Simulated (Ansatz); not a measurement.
Input and output for Ni (diamond type): DFT, PBE, norm-conserving pseudopotentials, Ansatz's default files, scalar-relativistic (Ansatz 0.2.0). This run: the series' base cell.

The cell comes from a relaxation on PAW files under the same functional, begun from a prototype that needn't be the stable phase.

Command: `ansatz run input.yaml --threads 1 --pin off --max-ram 3072MiB --backend cpu --events-out ev --progress --plain --runs-dir out` It took 18 s on 1 thread of Intel(R) Xeon(R) 6975P-C (Granite Rapids) (shared host), peak memory 0.8 GiB.

```yaml
crystal:
  lattice:
    - [0.0, 2.5526202732, 2.5526202732]
    - [2.5526202732, 0.0, 2.5526202732]
    - [2.5526202732, 2.5526202732, 0.0]
  atoms:
    - { symbol: Ni, position: [-0.125, -0.125, -0.125], spin: 1.0 }
    - { symbol: Ni, position: [0.125, 0.125, 0.125], spin: 1.0 }
magnetization:
  spin_polarized: true
kpoints:
  mp_grid: { grid: [14, 14, 14] }
scf:
  occupations: { method: fermi_dirac, width: 0.1 }
hamiltonian:
  xc: pbe
  pseudopotentials: { kind: nc }
output:
  forces: true
  stress: true
  eigenvalues: true
```

Output:

```
Engine: ansatz 0.2.0
Pseudopotentials: kind: nc
Pseudopotential: Ni, nc, valence charge 18, recommended cutoff 1400 eV (normal), Ni.nc.azcp
Functional definition: PBE
  parameter kappa = 0.804
  parameter beta = 0.06672455060314922
  exchange = pbe_x(kappa = kappa, mu = beta*pi^2/3)
  correlation = pbe_c(beta = beta)
Crystal: 2 atoms, lattice volume = 33.265 Å³
Basis set: ecut = 1400 eV, 3839 PW (Γ), exchange–correlation on 90×90×90 points (8 copies of the dense FFT grid, shifted against one another)
Bands: 23, of which v1, the nominal top of the filled ones, is band 18 counted from 1 (17 counted from 0)
Symmetry: 48 space group operations
Space group: Fd-3m (ITA 227), of the structure as read, at distance tolerance 3.2e-5 Å
Magnetic group: BNS 227.128 (UNI 1630), of the structure as read, at distance tolerance 3.2e-5 Å
k-points: 104 of 2744
Non-local potential: Ni, projectors of the file, l = 0: 2, l = 1: 2, l = 2: 2
Initial density: superposition of atomic densities (chi_scale 0.1, normalization cell)
Starting moments: Σ|m| = 2 μB on 2 of 2 sites
Initial wavefunctions: pseudopotential atomic-orbital guess
Functional: x = pbe(κ = 0.804, μ = 0.2195149727645171), c = pbe(β = 0.06672455060314922)
SCF iter   1: F=—  HF=-9270.568660 eV  |F-HF|=—  |Δ(HF+E_count)|=         —  Δρ=7.85e-2 (↑4.99e-2 ↓7.85e-2)  dr2=3.29e0  dr2_m=3.39e-1  M=1.367 μB ∫|m|=1.416 μB  β_m=0.30  ethr=3.10e-3  ⟨swp⟩=5.5  Hψ=19769  notcnv=0
preconditioner: auto → Kerker (q_TF=auto, 2.764 Å⁻¹)  [metal: Δε(μ)=0.008 eV  Ē_g=7.968 eV  σ=0.100 eV  W_gap=0.02  n_scr=14 (ndim 8)  ℏωp=28.8 eV  f_vac=0.002  D(μ)=4.07/eV (n_scr^D=58)]
spin=Collinear: Kerker preconditioning applied to the charge; magnetization (m = ρ↑ − ρ↓) channel mixes plain (no charge-response kernel on spin).
SCF iter   2: F=—  HF=-9270.082282 eV  |F-HF|=—  |Δ(HF+E_count)|=   4.86e-1  Δρ=3.07e-2 (↑3.07e-2 ↓2.46e-2)  dr2=4.07e-1  dr2_m=1.12e-1  M=1.533 μB ∫|m|=1.611 μB  β_m=0.30  ethr=3.10e-3  ⟨swp⟩=2.9  Hψ=9315  notcnv=0
spin-set hold released at iteration 2 (site moments show no strong build): the magnetisation degrees of freedom join the quasi-Newton model from the next iteration; the mixer history was kept
SCF iter   3: F=—  HF=-9270.031034 eV  |F-HF|=—  |Δ(HF+E_count)|=   5.12e-2  Δρ=2.09e-2 (↑2.09e-2 ↓1.72e-2)  dr2=1.74e-1  dr2_m=5.47e-2  M=1.566 μB ∫|m|=1.667 μB  β_m=0.06  ethr=1.13e-3  ⟨swp⟩=1.1  Hψ=5433  notcnv=0
SCF iter   4: F=—  HF=-9270.017547 eV  |F-HF|=—  |Δ(HF+E_count)|=   1.35e-2  Δρ=1.73e-2 (↑1.73e-2 ↓1.51e-2)  dr2=1.21e-1  dr2_m=3.72e-2  M=1.577 μB ∫|m|=1.691 μB  β_m=0.14  ethr=4.84e-4  ⟨swp⟩=1.0  Hψ=4872  notcnv=0
SCF iter   5: F=—  HF=-9269.993994 eV  |F-HF|=—  |Δ(HF+E_count)|=   2.36e-2  Δρ=9.47e-3 (↑5.86e-3 ↓9.47e-3)  dr2=3.47e-2  dr2_m=1.07e-2  M=1.588 μB ∫|m|=1.737 μB  β_m=0.28  ethr=3.36e-4  ⟨swp⟩=1.8  Hψ=5409  notcnv=0
SCF iter   6: F=—  HF=-9269.990735 eV  |F-HF|=—  |Δ(HF+E_count)|=   3.26e-3  Δρ=6.80e-3 (↑6.80e-3 ↓5.17e-3)  dr2=7.76e-3  dr2_m=2.82e-3  M=1.600 μB ∫|m|=1.793 μB  β_m=0.64  ethr=9.64e-5  ⟨swp⟩=2.7  Hψ=8819  notcnv=0
SCF iter   7: F=—  HF=-9269.992084 eV  |F-HF|=—  |Δ(HF+E_count)|=   1.35e-3  Δρ=1.27e-3 (↑6.44e-4 ↓1.27e-3)  dr2=4.60e-4  dr2_m=8.09e-5  M=1.621 μB ∫|m|=1.843 μB  β_m=0.79  ethr=2.16e-5  ⟨swp⟩=2.6  Hψ=8638  notcnv=0
SCF iter   8: F=—  HF=-9269.992143 eV  |F-HF|=—  |Δ(HF+E_count)|=   5.88e-5  Δρ=2.07e-4 (↑2.01e-4 ↓2.07e-4)  dr2=1.76e-5  dr2_m=2.19e-6  M=1.619 μB ∫|m|=1.840 μB  β_m=0.90  ethr=1.28e-6  ⟨swp⟩=2.6  Hψ=8223  notcnv=0
SCF iter   9: F=—  HF=-9269.992382 eV  |F-HF|=—  |Δ(HF+E_count)|=   2.39e-4  Δρ=5.48e-5 (↑3.61e-5 ↓5.48e-5)  dr2=1.16e-6  dr2_m=2.71e-7  M=1.619 μB ∫|m|=1.841 μB  β_m=0.95  ethr=4.89e-8  ⟨swp⟩=2.0  Hψ=7175  notcnv=0
SCF iter  10: F=-9269.992384 eV  HF=-9269.992384 eV  |F-HF|=3.75e-10  |Δ(HF+E_count)|=   2.40e-6  Δρ=9.10e-6 (↑8.91e-6 ↓9.10e-6)  dr2=2.88e-8  dr2_m=7.10e-9  M=1.619 μB ∫|m|=1.841 μB  ethr=2.78e-10  ⟨swp⟩=4.2  Hψ=22983  notcnv=0
SCF 1 converged in 10 iterations: F = -9269.992384 eV  dr2 = 2.88e-8
SCF converged after 10 iterations
Magnetization: 1.6193 μB (18.8096 up, 17.1904 down)
Absolute magnetization: 1.8408 μB (∫|ρ↑−ρ↓|)
Spin contamination: 0.0275 ħ² per cell (⟨S²⟩ above its minimum at these occupations)
Per-site moments (μB) at R_I (Å): [(0.8550765645495293, 0.9118865261576292), (0.8550765645495295, 0.9118865261576292)]
Free energy (F): -9269.992384 eV
Harris-Foulkes:  -9269.992384 eV  (|F-HF|=3.75e-10)
Internal energy: -9269.884186 eV  (E = F + TS)
E sigma→0 (E₀):  -9269.938285 eV
Entropy (-TS):   -0.108198 eV (-54.099 meV/atom)
Fermi energy:    10.478029 eV
--- Per-component energies (eV) ---
  E_band       = -844.153754
  E_kinetic    = 4569.253312
  E_local      = -9275.213725  (includes V_loc(G=0)·N_el)
  E_nonlocal   = -2002.941652
  E_hartree    = 3547.555326
  E_xc         = -1185.747626
  E_vxc        = -1230.348453  (∫ρ·V_xc dr)
  E_ewald      = -4922.789822
  E_smearing   = -0.108198  (= −TS)
  E_closure    = -0.000000  (closes the sum)
  Σ components = -9269.992384   (vs F -9269.992384, Δ=0.00e0)
--- Forces (eV/Å), atoms counted from 1 ---
  atom   1  Ni     0.00000000    -0.00000000    -0.00000000
  atom   2  Ni    -0.00000000    -0.00000000    -0.00000000
  max |Σ_I F_I| component: 2.37e-17 eV/Å
--- Stress (GPa, compression-positive) ---
        0.092550      -0.000000      -0.000000
       -0.000000       0.092550      -0.000000
       -0.000000      -0.000000       0.092550
  P = ⅓ Tr σ = 0.0926 GPa (0.926 kbar)
--- Band table (eV; the first three rows and the last of 208) ---
  k-point 0 ↑: bands = ["-93.3464", "-93.2457", "-53.8270", "-53.8270", "-53.8270", "-53.6241", "-53.6241", "-53.6241", "3.8761", "7.2574", "7.2574", "7.2749", "7.2749", "7.2749", "8.6874", "8.6874", "8.6874", "9.6334", "9.6334", "21.9667", "21.9667", "21.9667", "22.5424"]
  k-point 1 ↑: bands = ["-93.3455", "-93.2466", "-53.8280", "-53.8280", "-53.8265", "-53.6247", "-53.6231", "-53.6231", "3.9668", "7.1738", "7.1738", "7.2782", "7.3761", "7.3761", "8.6612", "8.6839", "8.6839", "9.6328", "9.6328", "20.2513", "21.3666", "21.3666", "23.2075"]
  k-point 2 ↑: bands = ["-93.3427", "-93.2494", "-53.8309", "-53.8309", "-53.8250", "-53.6265", "-53.6202", "-53.6202", "4.2350", "7.1119", "7.1119", "7.2903", "7.4819", "7.4819", "8.5882", "8.6823", "8.6823", "9.6289", "9.6289", "18.1810", "20.6456", "20.6456", "23.2772"]
  k-point 103 ↓: bands = ["-92.3166", "-92.3166", "-52.8277", "-52.8277", "-52.6827", "-52.6827", "-52.5368", "-52.5368", "7.5551", "7.5551", "8.1821", "8.1821", "8.7745", "8.7745", "9.1496", "9.1496", "10.7903", "10.7903", "12.1717", "12.1717", "13.2914", "13.2914", "23.4584"]
```

Next run (volume at 0.4 of the series' base cell), as changes to the input before:

```diff
   lattice:
-    - [0.0, 2.5526202732, 2.5526202732]
-    - [2.5526202732, 0.0, 2.5526202732]
-    - [2.5526202732, 2.5526202732, 0.0]
+    - [0.0, 1.8807866981, 1.8807866981]
+    - [1.8807866981, 0.0, 1.8807866981]
+    - [1.8807866981, 1.8807866981, 0.0]
   atoms:
```

Results part of the output:

```
at 1 of the mixer's solves, the last at iteration 5, it left a direction of its history that read negative out of its fit and stepped the other way along it
WARN: the starting moments were not kept: the SCF closed with an absolute magnetisation of 3.8e-5 μB, where they sum to 2 μB in size (2 sites). That is at most 0.1 of that sum. Measured as dr2_m measures the in/out step, that magnetisation stands 1.8e-9 eV from none, at or under the dr2_threshold of 1.0e-7 eV: it is no larger than a step whose dr2_m would equal this threshold. The system may hold no moment; this SCF shows only that its start led to no more than that. To try another start: raise the starting moments (crystal.atoms[].spin, magnetization.per_species, magnetization.initial_magnetization, or on a non-collinear deck that types none of these the spinor_matrix: blocks that start its atoms; where the total moment is fixed, keep their sum and leave initial_magnetization as it is; typed ones take the place of any that the run laid by itself, positive ones on a crystal's lanthanoids without a Hubbard term where scf.initial_density.shell_occupations: [] is typed) or, if the notice of its spin-set hold's release reads "site moments contracting" or "site moments show no strong build", lengthen the hold (scf.mixing.spin_hold: { on: { confirm: 4 } }; for m-r²SCAN on two components see the key's manual first). Each may lead to a state that holds a moment. A second SCF, from the converged charge density, with the starting moments and any scf.initial_density.shell_occupations laid on it anew, would have followed, and was not run: the deck does not ask for one (magnetization.retry_lost_moments is false, the default). To let it run, set magnetization.retry_lost_moments: true and run the deck again, where that key's refused combinations let it; where memory then withholds it, that run's warning says so.
SCF 1 converged in 13 iterations: F = -9251.400684 eV  dr2 = 1.71e-12
SCF converged after 13 iterations
Magnetization: -0.0000 μB (18.0000 up, 18.0000 down)
Absolute magnetization: 0.0000 μB (∫|ρ↑−ρ↓|)
Spin contamination: 0.0000 ħ² per cell (⟨S²⟩ above its minimum at these occupations)
Per-site moments (μB) at R_I (Å): [(-1.807864953614724e-5, 0.671883737107462), (-1.807864953616054e-5, 0.671883737107462)]
Free energy (F): -9251.400684 eV
Harris-Foulkes:  -9251.400684 eV  (|F-HF|=1.82e-12)
Internal energy: -9251.308466 eV  (E = F + TS)
E sigma→0 (E₀):  -9251.354575 eV
Entropy (-TS):   -0.092217 eV (-46.109 meV/atom)
[... lines left out ...]
  atom   1  Ni     0.00000000    -0.00000000     0.00000000
  atom   2  Ni     0.00000000    -0.00000000    -0.00000000
  max |Σ_I F_I| component: 1.30e-16 eV/Å
--- Stress (GPa, compression-positive) ---
      691.560549       0.000000      -0.000000
       -0.000000     691.560549      -0.000000
        0.000000       0.000000     691.560549
  P = ⅓ Tr σ = 691.5605 GPa (6915.605 kbar)
--- Band table (eV; the first three rows and the last of 208) ---
  k-point 0 ↑: bands = ["-73.4561", "-70.9586", "-34.1353", "-34.1353", "-34.1353", "-31.6595", "-31.6595", "-31.6595", "20.6972", "24.7156", "24.7156", "26.2471", "26.2471", "26.2471", "30.3456", "30.3456", "30.3456", "33.8376", "33.8376", "53.7648", "53.7648", "53.7648", "54.1856"]
  k-point 1 ↑: bands = ["-73.4340", "-70.9835", "-34.1542", "-34.1542", "-34.1380", "-31.6561", "-31.6393", "-31.6393", "20.8791", "24.6302", "24.6302", "26.2520", "26.3909", "26.3909", "30.2222", "30.3150", "30.3150", "33.8365", "33.8365", "51.2466", "53.4701", "53.4701", "54.7231"]
  k-point 2 ↑: bands = ["-73.3694", "-71.0560", "-34.2056", "-34.2056", "-34.1465", "-31.6454", "-31.5842", "-31.5842", "21.3984", "24.4798", "24.4798", "26.2985", "26.6757", "26.6757", "29.8642", "30.2683", "30.2683", "33.8249", "33.8249", "48.4008", "52.9157", "52.9157", "53.4412"]
  k-point 103 ↓: bands = ["-72.2449", "-72.2449", "-34.8364", "-34.8364", "-32.8583", "-32.8583", "-30.9474", "-30.9474", "22.7993", "22.7993", "26.9311", "26.9311", "28.3731", "28.3731", "29.6934", "29.6934", "34.1782", "34.1782", "37.4587", "37.4587", "38.9343", "38.9343", "56.6144"]
```

The magnetic state is the one reached from the start moments; other orders weren't searched. The norm-conserving files are those that the library serves for this functional.
